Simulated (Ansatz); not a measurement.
Crystal: Ga2O3.

```
Ga O
1.0
     6.10700   -1.51855    0.00000
     6.10700    1.51855    0.00000
    -1.38599    0.00000    5.63001
Ga O
4 6
Direct
  0.34134 0.34134 0.68598
  0.65866 0.65866 0.31402
  0.90950 0.90950 0.20540
  0.09050 0.09050 0.79460
  0.50410 0.50410 0.74340
  0.49590 0.49590 0.25660
  0.82670 0.82670 0.43680
  0.17330 0.17330 0.56320
  0.83550 0.83550 0.89020
  0.16450 0.16450 0.10980
```

A run of Ansatz 0.2.0 on this cell left the log below. Logs are shortened: lines on timing, memory, paths and dates and some standing lists are left out, and cuts for length are marked.

```text
Warning: RAYON_NUM_THREADS=4 ignored (pool sized by the plan → 4); use --threads N
basis.fft_grid_basis auto: the FFT boxes are laid along the combinations [[1, -1, 0], [0, 1, 0], [0, 0, 1]] of the cell's own vectors, 3.037, 6.293 and 5.798 Å long. The dense box has 24×48×45 points. Along the cell's own vectors, as sized, it would have 48×48×45, 2.00 times as many. Of the 4 symmetry operations that the crystal satisfies within crystal.symmetry.tolerance (time reversal apart; of a slab, those that keep its plane) the dense box along the cell's own vectors carries 4, and the one as laid loses 2 of those. basis.fft_grid_basis: typed keeps the cell's own vectors: state it where this run's energies or levels are differenced outside the engine with another run's, or held beside a run that keeps those vectors.
Engine: ansatz 0.2.0, aarch64-unknown-linux-gnu
Pseudopotentials: kind: paw
Pseudopotential: Ga, paw, valence charge 13, recommended cutoff 500 eV (meta_gga), Ga.paw.azcp
Pseudopotential: O, paw, valence charge 6, recommended cutoff 500 eV (meta_gga), O.paw.azcp
Functional definition: r2SCAN
  parameter k0 = 0.174
  parameter k1 = 0.065
  parameter a1 = 4.9479
  exchange = r2scan_x(k0 = k0, k1 = k1, a1 = a1)
  correlation = r2scan_c
Crystal: 10 atoms, lattice volume = 104.423 Å³
Basis set: ecut = 500 eV, 2661 PW (Γ), FFT grids on a1−a2, a2, a3, exchange–correlation on 96×192×180 points (64 copies of the dense FFT grid, shifted against one another)
[... 111 lines left out ...]
  k-point 1: bands = ["-12.0585", "-11.1279", "-10.9737", "-10.7896", "-10.4530", "-10.3456", "-5.5287", "-5.4889", "-5.4831", "-5.4200", "-5.3843", "-5.3305", "-5.3100", "-5.3060", "-5.2401", "-5.1151", "-5.1063", "-5.0952", "-5.0921", "-5.0619", "-5.0478", "-5.0238", "-4.9943", "-4.8800", "-4.8503", "-4.5902", "0.8870", "1.9730", "2.7420", "3.5440", "4.2364", "5.0360", "5.2907", "5.3991", "5.6592", "5.7407", "5.9155", "6.1049", "6.5730", "6.9707", "7.0336", "7.1145", "7.2939", "7.4432", "11.3421", "14.2585", "15.0069", "15.3147", "16.0843", "17.2004", "17.7015", "18.3201", "20.1442", "21.0951"]
  k-point 2: bands = ["-11.9014", "-11.3544", "-10.9840", "-10.7194", "-10.4833", "-10.3417", "-5.5004", "-5.4910", "-5.4859", "-5.4563", "-5.4074", "-5.3673", "-5.3131", "-5.2818", "-5.2455", "-5.1230", "-5.1167", "-5.1146", "-5.1032", "-5.0792", "-5.0457", "-4.9924", "-4.9909", "-4.9020", "-4.8431", "-4.4724", "1.3777", "2.0339", "2.5746", "3.4642", "4.4869", "5.0221", "5.1262", "5.4829", "5.6348", "5.6850", "5.8060", "6.1454", "6.2577", "6.3737", "7.0530", "7.0671", "7.2011", "7.3936", "12.5454", "13.7401", "15.1004", "15.5914", "16.1514", "16.4478", "18.2879", "18.4692", "20.3653", "20.4413"]
  k-point 114: bands = ["-11.6641", "-11.3111", "-11.0966", "-10.7305", "-10.5468", "-10.2803", "-5.5229", "-5.4834", "-5.4627", "-5.4542", "-5.3921", "-5.3858", "-5.2843", "-5.2802", "-5.2635", "-5.2161", "-5.1496", "-5.1464", "-5.0985", "-5.0845", "-5.0478", "-5.0163", "-4.9979", "-4.9230", "-4.4864", "-4.3003", "1.8103", "2.1698", "2.7169", "3.1659", "4.0098", "4.2468", "4.7356", "4.8759", "5.1533", "5.3258", "5.7500", "6.1749", "6.6152", "6.6445", "6.9249", "7.1211", "7.1771", "7.6849", "13.6673", "14.1673", "14.7574", "15.3693", "15.8061", "16.6553", "18.5128", "18.9000", "20.1441", "20.5361"]
--- Relaxed structure (4 steps of the walk, 4 accepted, 1 SCFs on fresh bases) ---
  F+E_penalty+E_count = -18577.84230887 eV   max|allowed force component| = 8.307e-3 eV/Å   (the final SCF, on the basis selected at the relaxed cell)
  cell:  # Å, volume = 105.0639 Å³
    - [6.12775648258617, -1.5198160643446363, 0.0018938454616081362]
    - [6.12775648258617, 1.5198160643446363, 0.0018938454616081344]
    - [-1.3889536720396916, -3.4098421161129964e-18, 5.640246447122346]
  atoms:
    - { symbol: Ga, position: [0.34121301037090984, 0.34121301037090984, 0.6857108436375602] }
    - { symbol: Ga, position: [0.6587869896290901, 0.6587869896290901, 0.31428915636243965] }
    - { symbol: Ga, position: [0.9095355276922338, 0.9095355276922338, 0.20539282337473366] }
    - { symbol: Ga, position: [0.09046447230776597, 0.09046447230776597, 0.7946071766252659] }
    - { symbol: O, position: [0.5037002987454734, 0.5037002987454734, 0.7437531628731251] }
    - { symbol: O, position: [0.4962997012545266, 0.4962997012545266, 0.25624683712687474] }
    - { symbol: O, position: [0.8266481303668749, 0.8266481303668749, 0.4364734965962681] }
    - { symbol: O, position: [0.17335186963312504, 0.17335186963312504, 0.5635265034037318] }
    - { symbol: O, position: [0.8358338611478267, 0.8358338611478267, 0.8909193377343737] }
    - { symbol: O, position: [0.16416613885217324, 0.16416613885217324, 0.10908066226562624] }
```

Write the input and the command behind it.

Relaxation of cell and atoms with r2SCAN, no spin polarisation. The files as run (others can give the same):

input.yaml
```yaml
crystal:
  lattice:
    - [6.107, -1.51855, 0.0]
    - [6.107, 1.51855, 0.0]
    - [-1.3859888959, 0.0, 5.630008738]
  atoms:
    - { symbol: Ga, position: [0.34134, 0.34134, 0.68598] }
    - { symbol: Ga, position: [0.65866, 0.65866, 0.31402] }
    - { symbol: Ga, position: [0.9095, 0.9095, 0.2054] }
    - { symbol: Ga, position: [0.0905, 0.0905, 0.7946] }
    - { symbol: O, position: [0.5041, 0.5041, 0.7434] }
    - { symbol: O, position: [0.4959, 0.4959, 0.2566] }
    - { symbol: O, position: [0.8267, 0.8267, 0.4368] }
    - { symbol: O, position: [0.1733, 0.1733, 0.5632] }
    - { symbol: O, position: [0.8355, 0.8355, 0.8902] }
    - { symbol: O, position: [0.1645, 0.1645, 0.1098] }
hamiltonian:
  xc: r2scan
  pseudopotentials: { kind: paw }
kpoints:
  mp_grid: { grid: [9, 9, 5] }
scf:
  occupations: { method: fermi_dirac, width: 0.05 }
output:
  forces: true
  stress: true
  eigenvalues: true
relax:
  f_tol: 0.01
  max_steps: 40
  cell: { stress_tol: 0.05 }
```

Potentials or basis: Ansatz PAW.
Run with:
```console
$ ansatz run input.yaml --threads 4 --pin off --max-ram 11264MiB --backend cpu --events-out ev --progress --plain --runs-dir out
```

Caveat: odd divisions of the mesh miss points on the zone boundary, where band edges often lie, so the gap on the mesh can be too wide; the plane-wave basis is chosen anew once the cell has moved, so the energies of steps on either side of that aren't comparable; the PAW data sets come from PBE, with cores solved anew for the run's functional, which leaves a small shift of forces and pressure.
